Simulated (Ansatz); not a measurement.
# In (I4/mmm) in Ansatz: settings compared

Aim: see how the results for In move with the level of theory and the settings. Levels: LDA, PBE, RPBE. Tasks: single point.

Program: Ansatz 0.2.0. These are calculated values, not measurements. Logs are shortened: lines on timing, memory, paths and dates and some standing lists are left out, and cuts for length are marked.

### 1 The structure

The structure is tetragonal, space group I4/mmm (No. 139). The conventional cell has a = 3.251 Å, b = 3.251 Å, c = 4.947 Å, α = 90.00°, β = 90.00°, γ = 90.00°. In (site symmetry 4/mmm) has 12 In at 3.25 to 3.38 Å as nearest neighbours.

### 2 Single point, LDA

input.yaml reads:

```yaml
crystal:
  lattice:
    - [-1.62547, 1.62547, 2.4737]
    - [1.62547, -1.62547, 2.4737]
    - [1.62547, 1.62547, -2.4737]
  atoms:
    - { symbol: In, position: [0.0, 0.0, 0.0] }
hamiltonian:
  xc: lda
  pseudopotentials: { kind: paw }
kpoints:
  mp_grid: { grid: [11, 11, 11] }
scf:
  occupations: { method: gaussian, width: 0.05 }
output:
  forces: true
  stress: true
  eigenvalues: true
```

Potentials or basis: Ansatz PAW.

Started as:

```console
$ ansatz run input.yaml --threads 2 --pin off --max-ram 5632MiB --backend cpu --events-out ev --progress --plain --runs-dir out
```

Standard output:

```text
Warning: RAYON_NUM_THREADS=2 ignored (pool sized by the plan → 2); use --threads N
Engine: ansatz 0.2.0, x86_64-unknown-linux-gnu
Pseudopotentials: kind: paw
Pseudopotential: In, paw, valence charge 13, recommended cutoff 420 eV (normal), In.paw.azcp
Functional definition: SPW92
  exchange = slater_x
  correlation = pw_c
Crystal: 1 atoms, lattice volume = 26.144 Å³
Basis set: ecut = 420 eV, 533 PW (Γ)
Bands: 11, of which v1, the nominal top of the filled ones, is band 7 counted from 1 (6 counted from 0)
Symmetry: 16 space group operations
Space group: I4/mmm (ITA 139), of the structure as read, at distance tolerance 3.0e-5 Å
k-points: 126 of 1331
Non-local potential: In, projectors of the file, l = 0: 2, l = 1: 2, l = 2: 2, l = 3: 2
PAW form: soft (Blöchl's): semilocal exchange-correlation on the pseudo side does not see the compensation charge
PAW frozen core: In, regenerated for the run's functional, and the local potential with it (the file was generated under x = pbe(κ = 0.804, μ = 0.2195149727645171), c = pbe(β = 0.06672455060314922))
PAW one-centre angular grid: In, 590 points (default); XC on 64 Gauss nodes
Initial density: superposition of atomic densities (neutral atoms: chi_scale 0, normalization atom), corrected by the library's trained network
Initial wavefunctions: pseudopotential atomic-orbital guess
Functional: x = slater, c = lda
SCF iter   1: F=—  HF=-5457.151642 eV  |F-HF|=—  |Δ(HF+E_count)|=         —  Δρ=7.11e-3  dr2=7.50e-3  ethr=1.77e-3  ⟨swp⟩=5.5  Hψ=8387  notcnv=0
preconditioner: auto → none  [metal: Δε(μ)=0.015 eV  Ē_g=19.566 eV  σ=0.050 eV  W_gap=0.17  n_scr=8 (ndim 8)  ℏωp=26.2 eV  f_vac=0.000  D(μ)=0.48/eV (n_scr^D=0)  sad-step TF]
SCF iter   2: F=—  HF=-5457.148142 eV  |F-HF|=—  |Δ(HF+E_count)|=   3.50e-3  Δρ=2.97e-3  dr2=1.29e-3  ethr=5.77e-5  ⟨swp⟩=2.9  Hψ=3322  notcnv=0  defer=46
SCF iter   3: F=—  HF=-5457.147679 eV  |F-HF|=—  |Δ(HF+E_count)|=   4.62e-4  Δρ=2.57e-4  dr2=1.08e-5  ethr=9.90e-6  ⟨swp⟩=2.0  Hψ=1959  notcnv=0  defer=47
SCF iter   4: F=—  HF=-5457.147679 eV  |F-HF|=—  |Δ(HF+E_count)|=   3.59e-7  Δρ=1.44e-4  dr2=4.04e-6  ethr=8.34e-8  ⟨swp⟩=2.0  Hψ=2139  notcnv=0  defer=47
SCF iter   5: F=—  HF=-5457.147677 eV  |F-HF|=—  |Δ(HF+E_count)|=   1.92e-6  Δρ=3.46e-5  dr2=2.51e-7  ethr=3.11e-8  ⟨swp⟩=2.4  Hψ=2176  notcnv=0  defer=47
SCF iter   6: F=-5457.147677 eV  HF=-5457.147677 eV  |F-HF|=1.47e-9  |Δ(HF+E_count)|=   1.35e-7  Δρ=2.31e-6  dr2=1.26e-9  ethr=7.69e-10  ⟨swp⟩=6.3  Hψ=6505  notcnv=0
SCF 1 converged in 6 iterations: F = -5457.147677 eV  dr2 = 1.26e-9
SCF converged after 6 iterations
Free energy (F): -5457.147677 eV
Harris-Foulkes:  -5457.147677 eV  (|F-HF|=1.47e-9)
Internal energy: -5457.147053 eV  (E = F + TS)
E sigma→0 (E₀):  -5457.147365 eV
Entropy (-TS):   -0.000624 eV (-0.624 meV/atom)
Fermi energy:    9.931224 eV
--- Per-component energies (eV) ---
  E_band       = -27.156004
  E_kinetic    = 242.013899
  E_local      = -1077.974640  (includes V_loc(G=0)·N_el)
  E_nonlocal   = 369.169013
  E_hartree    = 420.104734
  E_xc         = -214.120330
  E_vxc        = -101.656883  (∫ρ·V_xc dr)
  E_paw        = -4012.657143  (= ΣΔE_a)
  E_vpaw       = -298.918329  (= ΣTr[D̂ρ^β])
  E_aug_tail   = 0.000025  (compensation charges beyond the density's cutoff)
  E_ewald      = -1183.967147
  E_core_change = 0.284536  (= ΣΔE_core)
  E_smearing   = -0.000624  (= −TS)
  E_closure    = 0.000000  (closes the sum)
  Σ components = -5457.147677   (vs F -5457.147677, Δ=0.00e0)
--- Forces (eV/Å), atoms counted from 1 ---
  atom   1  In    -0.00000000     0.00000000     0.00000000
  max |Σ_I F_I| component: 2.76e-30 eV/Å
--- Stress (GPa, compression-positive) ---
       -2.478201      -0.000000      -0.000000
       -0.000000      -2.478201       0.000000
       -0.000000       0.000000      -2.759416
  P = ⅓ Tr σ = -2.5719 GPa (-25.719 kbar)
--- Band table (eV; the first three rows and the last of 126) ---
  k-point 0: bands = ["-4.7097", "-4.6008", "-4.6008", "-4.5176", "-4.4131", "0.3168", "20.3155", "20.3155", "20.4764", "21.5937", "23.9153"]
  k-point 1: bands = ["-4.6739", "-4.6201", "-4.5793", "-4.5092", "-4.4275", "0.5699", "18.9889", "19.1786", "19.4794", "20.6272", "25.2354"]
  k-point 2: bands = ["-4.6718", "-4.5752", "-4.5250", "-4.5199", "-4.4349", "1.3367", "17.0049", "17.2588", "17.8742", "19.3512", "21.4870"]
  k-point 125: bands = ["-4.8652", "-4.7458", "-4.3207", "-4.2978", "-4.2810", "6.9529", "7.3972", "13.2676", "14.7270", "18.2615", "19.6991"]
```

Wall time 5.3 s (2 threads of Intel Xeon at 2.50GHz (Skylake/Cascade Lake), shared host); peak memory 0.32 GiB.

What came out:

```
Free energy            : -5457.1477 eV
Pressure               : -2.6 GPa
Band gap on the k mesh : none (metal or under the smearing width)
```

Caveat: the PAW data sets come from PBE, with cores solved anew for the run's functional, which leaves a small shift of forces and pressure.

### 3 Single point, PBE

input.yaml, as its differences from that of step 2:

```diff
@@ -8,3 +8,3 @@
 hamiltonian:
-  xc: lda
+  xc: pbe
   pseudopotentials: { kind: paw }
```

Potentials or basis: Ansatz PAW.

Started as:

```console
$ ansatz run input.yaml --threads 2 --pin off --max-ram 5632MiB --backend cpu --events-out ev --progress --plain --runs-dir out
```

Standard output:

```text
Warning: RAYON_NUM_THREADS=2 ignored (pool sized by the plan → 2); use --threads N
[... 3 set-up lines as earlier in the session ...]
Functional definition: PBE
  parameter kappa = 0.804
  parameter beta = 0.06672455060314922
  exchange = pbe_x(kappa = kappa, mu = beta*pi^2/3)
  correlation = pbe_c(beta = beta)
Crystal: 1 atoms, lattice volume = 26.144 Å³
Basis set: ecut = 420 eV, 533 PW (Γ), exchange–correlation on 48×48×48 points (8 copies of the dense FFT grid, shifted against one another)
Bands: 11, of which v1, the nominal top of the filled ones, is band 7 counted from 1 (6 counted from 0)
[... 2 set-up lines as earlier in the session ...]
k-points: 126 of 1331
[... 5 set-up lines as earlier in the session ...]
Functional: x = pbe(κ = 0.804, μ = 0.2195149727645171), c = pbe(β = 0.06672455060314922)
SCF iter   1: F=—  HF=-5597.835939 eV  |F-HF|=—  |Δ(HF+E_count)|=         —  Δρ=9.88e-4  dr2=1.67e-4  ethr=1.77e-3  ⟨swp⟩=5.3  Hψ=8273  notcnv=0
preconditioner: auto → none  [metal: Δε(μ)=0.038 eV  Ē_g=19.724 eV  σ=0.050 eV  W_gap=0.41  n_scr=8 (ndim 8)  ℏωp=26.2 eV  f_vac=0.000  D(μ)=0.44/eV (n_scr^D=0)  sad-step TF]
SCF iter   2: F=—  HF=-5597.835520 eV  |F-HF|=—  |Δ(HF+E_count)|=   4.20e-4  Δρ=5.49e-4  dr2=7.60e-5  ethr=1.29e-6  ⟨swp⟩=2.0  Hψ=3067  notcnv=0
SCF iter   3: F=—  HF=-5597.835553 eV  |F-HF|=—  |Δ(HF+E_count)|=   3.30e-5  Δρ=4.81e-4  dr2=4.00e-5  ethr=5.85e-7  ⟨swp⟩=2.0  Hψ=2140  notcnv=0
SCF iter   4: F=—  HF=-5597.835532 eV  |F-HF|=—  |Δ(HF+E_count)|=   2.04e-5  Δρ=1.47e-4  dr2=3.40e-6  ethr=3.08e-7  ⟨swp⟩=2.3  Hψ=2121  notcnv=0
SCF iter   5: F=—  HF=-5597.835532 eV  |F-HF|=—  |Δ(HF+E_count)|=   4.54e-7  Δρ=1.34e-4  dr2=2.87e-6  ethr=2.61e-8  ⟨swp⟩=2.0  Hψ=2140  notcnv=0
SCF iter   6: F=—  HF=-5597.835531 eV  |F-HF|=—  |Δ(HF+E_count)|=   1.27e-6  Δρ=6.95e-5  dr2=7.61e-7  ethr=2.21e-8  ⟨swp⟩=2.0  Hψ=1964  notcnv=0
SCF iter   7: F=-5597.835530 eV  HF=-5597.835530 eV  |F-HF|=6.13e-8  |Δ(HF+E_count)|=   4.45e-7  Δρ=1.75e-5  dr2=4.84e-8  ethr=7.69e-10  ⟨swp⟩=4.8  Hψ=5743  notcnv=0
SCF 1 converged in 7 iterations: F = -5597.835530 eV  dr2 = 4.84e-8
SCF converged after 7 iterations
Free energy (F): -5597.835530 eV
Harris-Foulkes:  -5597.835530 eV  (|F-HF|=6.13e-8)
Internal energy: -5597.834979 eV  (E = F + TS)
E sigma→0 (E₀):  -5597.835254 eV
Entropy (-TS):   -0.000551 eV (-0.551 meV/atom)
Fermi energy:    10.312554 eV
--- Per-component energies (eV) ---
  E_band       = -23.274645
  E_kinetic    = 241.440374
  E_local      = -1074.586074  (includes V_loc(G=0)·N_el)
  E_nonlocal   = 366.072483
  E_hartree    = 421.405737
  E_xc         = -216.066329
  E_vxc        = -100.073449  (∫ρ·V_xc dr)
  E_paw        = -4152.134048  (= ΣΔE_a)
  E_vpaw       = -298.948023  (= ΣTr[D̂ρ^β])
  E_aug_tail   = 0.000025  (compensation charges beyond the density's cutoff)
  E_ewald      = -1183.967147
  E_smearing   = -0.000551  (= −TS)
  E_closure    = 0.000000  (closes the sum)
  Σ components = -5597.835530   (vs F -5597.835530, Δ=0.00e0)
--- Forces (eV/Å), atoms counted from 1 ---
  atom   1  In    -0.00000000     0.00000000     0.00000000
  max |Σ_I F_I| component: 3.08e-32 eV/Å
--- Stress (GPa, compression-positive) ---
        2.199856      -0.000000      -0.000000
       -0.000000       2.199856       0.000000
       -0.000000       0.000000       1.635524
  P = ⅓ Tr σ = 2.0117 GPa (20.117 kbar)
--- Band table (eV; the first three rows and the last of 126) ---
  k-point 0: bands = ["-4.4400", "-4.3341", "-4.3341", "-4.2532", "-4.1492", "0.7196", "20.8163", "20.8163", "20.9908", "21.8366", "24.2130"]
  k-point 1: bands = ["-4.4046", "-4.3532", "-4.3130", "-4.2449", "-4.1633", "0.9729", "19.4451", "19.6392", "19.9640", "20.8747", "25.5737"]
  k-point 2: bands = ["-4.4042", "-4.3075", "-4.2598", "-4.2546", "-4.1713", "1.7406", "17.4398", "17.6920", "18.3712", "19.5955", "21.7794"]
  k-point 125: bands = ["-4.5935", "-4.4775", "-4.0584", "-4.0364", "-4.0199", "7.4281", "7.7499", "13.6550", "15.1535", "18.5360", "20.0104"]
```

Run time: 5.2 s. Hardware: 2 threads of Intel Xeon at 2.50GHz (Skylake/Cascade Lake), shared host; peak memory 0.34 GiB.

Results:

```yaml
Free_energy: -5597.8355 eV
Pressure: 2.0 GPa
Band_gap_on_the_k_mesh: none (metal or under the smearing width)
```

Stress tensor (GPa, compression positive):
```
2.20 0.00 0.00
0.00 2.20 0.00
0.00 0.00 1.64
```

Levels at points of the mesh, in eV from the Fermi level:
```tsv
k point	band 3	band 4	band 5	band 6	band 7	band 8	band 9	band 10
(0.00, 0.00, 0.00)	-14.65	-14.57	-14.46	-9.59	10.50	10.50	10.68	11.52
```

### 4 Single point, RPBE

input.yaml, as its differences from that of step 3:

```diff
@@ -8,3 +8,3 @@
 hamiltonian:
-  xc: pbe
+  xc: rpbe
   pseudopotentials: { kind: paw }
@@ -13,3 +13,3 @@
 scf:
-  occupations: { method: gaussian, width: 0.05 }
+  occupations: { method: gaussian, width: 0.02 }
 output:
```

Started as:

```console
$ ansatz run input.yaml --threads 2 --pin off --max-ram 5632MiB --backend cpu --events-out ev --progress --plain --runs-dir out
```

It took 6.8 s on 2 threads of Intel Xeon at 2.50GHz (Skylake/Cascade Lake), shared host; peak memory 0.34 GiB.

Results (log left out):

```yaml
Free_energy: -5606.2406 eV
Pressure: 3.7 GPa
Band_gap_on_the_k_mesh: none (metal or under the smearing width)
```

Stress tensor (GPa, compression positive):
```
3.93 0.00 0.00
0.00 3.93 0.00
0.00 0.00 3.28
```

Levels at points of the mesh, in eV from the Fermi level:
```tsv
k point	band 3	band 4	band 5	band 6	band 7	band 8	band 9	band 10
(0.00, 0.00, 0.00)	-14.72	-14.64	-14.54	-9.60	10.54	10.54	10.72	11.46
```

Caveat: the PAW data sets come from PBE, with cores solved anew for the run's functional, which leaves a small shift of forces and pressure.

### 5 Overview

```tsv
level	smearing	gap on the mesh (eV)	pressure (GPa)
LDA	gaussian 0.05 eV	none	-2.6
PBE	gaussian 0.05 eV	none	2.0
RPBE	gaussian 0.02 eV	none	3.7
```

Alike in all rows: task single point; potentials or basis Ansatz PAW; no spin polarisation; cell as given; k mesh 11 × 11 × 11; cutoff (eV) 420.

Every run on the cell as given and a fine mesh finds a metal. The pressure there spans -2.6 GPa (LDA) to 3.7 GPa (RPBE); a positive pressure means that this level wants a larger cell, a negative one a smaller.

Caveats: the PAW data sets come from PBE, with cores solved anew for the run's functional, which leaves a small shift of forces and pressure (some runs).

Absolute energies hang on the potentials; compare differences alone.
